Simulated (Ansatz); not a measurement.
Write the native input for Ansatz 0.2.0 that does the following.

```
Task                                : band structure
Functional                          : HSE03
Potentials or basis                 : Ansatz PAW
Cutoff                              : 420 eV (not typed: the program's choice for these potentials)
k mesh                              : 6 × 6 × 5
Occupations                         : fermi-dirac, width 0.05 eV
Spin                                : no spin polarisation
Path                                : [["G", "X", "S", "R", "A", "Z", "G", "Y", "X1", "A1", "T", "Y"], ["Z", "T"]]
Points for each segment of the path : 4
```

Ge:

```
CELL_PARAMETERS angstrom
1.39715 -2.60052 0.00000
1.39715 2.60052 0.00000
0.00000 0.00000 2.69823
ATOMIC_POSITIONS crystal
Ge 0.50000 0.50000 0.00000
```

This isn't the form of Ge at room conditions, which is diamond.

These files were run (other wordings do the same):

input

```
crystal:
  lattice:
    - [1.397149, -2.600516, 0.0]
    - [1.397149, 2.600516, 0.0]
    - [0.0, 0.0, 2.698231]
  atoms:
    - { symbol: Ge, position: [0.5, 0.5, 0.0] }
hamiltonian:
  xc: { exchange: pbe, correlation: pbe, exx: { coeff: 0.25, omega: 0.3 } }
  pseudopotentials: { kind: paw }
kpoints:
  mp_grid: { grid: [6, 6, 5] }
  band_path:
    path:
      - [[0.0, 0.0, 0.0], [0.3221616403, 0.3221616403, 0.0], [0.0, 0.5, 0.0], [0.0, 0.5, 0.5], [0.3221616403, 0.3221616403, 0.5], [0.0, 0.0, 0.5], [0.0, 0.0, 0.0], [-0.5, 0.5, 0.0], [-0.3221616403, 0.6778383597, 0.0], [-0.3221616403, 0.6778383597, 0.5], [-0.5, 0.5, 0.5], [-0.5, 0.5, 0.0]]
      - [[0.0, 0.0, 0.5], [-0.5, 0.5, 0.5]]
    npoints: 4
scf:
  occupations: { method: fermi_dirac, width: 0.05 }
  n_extra_bands: 6
output:
  forces: true
  stress: true
  eigenvalues: true
  fatbands: false
```

It gave:

```json
{"Pressure": "-0.7 GPa", "Band gap on the k mesh": "none (metal or under the smearing width)"}
```

Caveat: the k mesh is coarse (spacing up to 0.47 Å⁻¹), so the values aren't converged, least of all with exact exchange; the PAW data sets come from PBE, with cores solved anew for the run's functional, which leaves a small shift of forces and pressure; the thresholds are loose for stress.

Run time: 34 s on 1 × NVIDIA H100 80GB HBM3 with 2 threads of AMD EPYC 7R13 Processor (Zen 3), with other jobs on the host, peak memory 1.6 GiB.
